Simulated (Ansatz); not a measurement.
Write a Python script for Ansatz 0.2.0, Python API that makes a scan of the Hubbard U of Cu2O, space group Pn-3m. Settings (first run): PBE, PAW, cutoff 510 eV, 6×6×6 k-points, Fermi-Dirac smearing of 0.02 eV.

```xyz
6
Lattice="4.2600 0.0000 0.0000 0.0000 4.2600 0.0000 0.0000 0.0000 4.2600" Properties=species:S:1:pos:R:3 pbc="T T T"
Cu    1.0650    1.0650    1.0650
Cu    1.0650    3.1950    3.1950
Cu    3.1950    3.1950    1.0650
Cu    3.1950    1.0650    3.1950
O     0.0000    0.0000    0.0000
O     2.1300    2.1300    2.1300
```

Script `plus_u.py`:
```python
# -*- coding: utf-8 -*-
"""DFT+U scan for Cu2O."""

import logging
import sys
import warnings

import ansatz as az
import numpy as np
from tabulate import tabulate

logging.basicConfig(stream=sys.stdout, format="%(levelname)s %(message)s")
logger = logging.getLogger("cu2o")
logger.setLevel(logging.INFO)


def count_gap(report):
    # lowest empty less highest filled band, counting bands; zero where they overlap
    return max(report.get("gap_by_band_count_ev") or 0.0, 0.0)

warnings.simplefilter("ignore", az.DeckWarning)

lattice = az.Lattice.of(
    (4.26, 0.0, 0.0),
    (0.0, 4.26, 0.0),
    (0.0, 0.0, 4.26),
)
sites = [
    ("Cu", (0.25, 0.25, 0.25)),
    ("Cu", (0.25, 0.75, 0.75)),
    ("Cu", (0.75, 0.75, 0.25)),
    ("Cu", (0.75, 0.25, 0.75)),
    ("O", (0.0, 0.0, 0.0)),
    ("O", (0.5, 0.5, 0.5)),
]
system = az.Crystal(lattice=lattice)
for symbol, position in sites:
    system = system.atom(symbol, position)

calculation = (
    system.calculation()
    .functional(az.Functional.PBE)
    .basis(510)
    .kpoints(6, 6, 6)
    .occupations("fermi_dirac", width=0.02)
    .scf(tolerance=1e-10)
    .band_table()
)
rows = []
for u in [0.0, 1.5, 3.0, 4.5, 6.0]:
    data = calculation.hubbard("Cu", "d", u_eff=u).run(threads=1).report
    shell = data["hubbard"]["n_scf"]
    rows.append((u, count_gap(data), sum(shell) / len(shell), data["n_iterations"]))
print(tabulate(rows, headers=["U_eff eV", "gap by band count eV", "Cu d occupation (projector)", "iterations"], floatfmt=".4f", tablefmt="pipe"))
```

`python plus_u.py` gives:
```text
|   U_eff eV |   gap by band count eV |   Cu d occupation (projector) |   iterations |
|-----------:|-----------------------:|------------------------------:|-------------:|
|     0.0000 |                 0.5346 |                        9.6520 |           12 |
|     1.5000 |                 0.6377 |                        9.6821 |           12 |
|     3.0000 |                 0.7331 |                        9.7107 |           12 |
|     4.5000 |                 0.8236 |                        9.7378 |           12 |
|     6.0000 |                 0.9107 |                        9.7633 |           12 |
```

Reading the output:
- The run is spin-unpolarised.
- Semilocal gaps usually lie well under measured ones.
- A Hubbard U without spin forces both spins into the same orbitals, which can open a gap or pick a state that a spin-polarised run wouldn't.
- Of the deposited cell: the entry's cell lengths or inner coordinates differ somewhat from later room-temperature determinations.
- In a crystal with a gap the Fermi level's place inside it depends on smearing and mesh.
- The structure is a deposited one; some such entries were measured under pressure or heat, so a shift against it needn't be the functional's error alone.
- Gaps and levels are Kohn-Sham values on a finite set of k-points.
- Shell occupations and the effect of U depend on the projectors; a run with no .spin step is spin-unpolarised, and each U may end in a state that isn't the lowest.
- Run time: 33 s on 1 thread of Arm Neoverse V2 (shared host), peak memory 0.47 GiB.
